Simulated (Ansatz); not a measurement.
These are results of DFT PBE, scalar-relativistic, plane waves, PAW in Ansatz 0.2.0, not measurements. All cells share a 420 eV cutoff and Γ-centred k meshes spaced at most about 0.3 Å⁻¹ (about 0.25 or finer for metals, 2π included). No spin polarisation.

Temperature and zero-point effects are left out.

Two forms of Cd4Te were relaxed alike.

A.

```
CELL_PARAMETERS angstrom
-3.80387 3.80387 2.18827
3.80387 -3.80387 2.18827
3.80387 3.80387 -2.18827
ATOMIC_POSITIONS crystal
Cd 0.39929 0.19108 0.59037
Cd 0.19108 0.60071 0.79179
Cd 0.60071 0.80892 0.40963
Cd 0.80892 0.39929 0.20821
Te 0.00000 0.00000 0.00000
```

B.

```
CELL_PARAMETERS angstrom
-3.47877 3.47877 3.47877
3.47877 -3.47877 3.47877
3.47877 3.47877 -3.47877
ATOMIC_POSITIONS crystal
Cd 0.50000 0.50000 0.50000
Cd 0.50000 0.00000 0.00000
Cd 0.00000 0.00000 0.50000
Cd 0.00000 0.50000 0.00000
Te 0.00000 0.00000 0.00000
```

Question: Which would you expect to be lower, and how large is the difference?

Answer: A is lower, by 247 meV/atom. A has Cd and Te ordered on fcc sites, space group I4/m (No. 87), 25.3 Å³/atom and no gap on its mesh; B has space group Im-3m (No. 229), 33.7 Å³/atom and no gap. Counting Cd atoms around Te (those within 1.25 times the shortest such distance or 1.15 times the sum of covalent radii), A has Te 12 and B has Te 8. The denser one is the lower, and pressure would at first widen the difference. Even the lower one lies +0.06 eV/atom against the reference forms of the elements (uncorrected), so neither is stable at this level. In A, Cd is surrounded by 7 Cd at 3.19–3.29 Å, 3 Te at 3.30–3.37 Å and 2 Cd at 3.50 Å; around Te lie 12 Cd at 3.30–3.37 Å. In B, Cd has 2 Te at 3.01 Å and 6 Cd at 3.48 Å; Te has 8 Cd at 3.01 Å. Both come from invented guesses.

These runs have no spin–orbit coupling, which can matter for Te. Cells relaxed within their symmetry can be saddle points.

The preference for A probably reflects metallic packing rather than stronger Cd–Te bonds. B has the shorter Cd–Te contacts, 3.01 Å against 3.30–3.37 Å, but even these are long beside the tetrahedral bond in zincblende CdTe. Its Cd atoms form an open simple cubic network with Te in only some of the cubes, leaving much of the volume empty and the Cd–Cd contacts stretched to 3.48 Å. A gives up the short Cd–Te contacts for denser surroundings and closer Cd–Cd contacts, which suit the delocalised Cd s and p electrons.

Te needs only two electrons to fill its p shell, so four Cd atoms supply far more than ionic or polar covalent bonding can use. The absence of a gap in both forms fits this excess. Since zincblende CdTe is a stable compound, the relevant competitor is a mixture of CdTe and Cd metal, not the separate elements. Against that mixture, A would be even less favourable than its +0.06 eV/atom suggests.
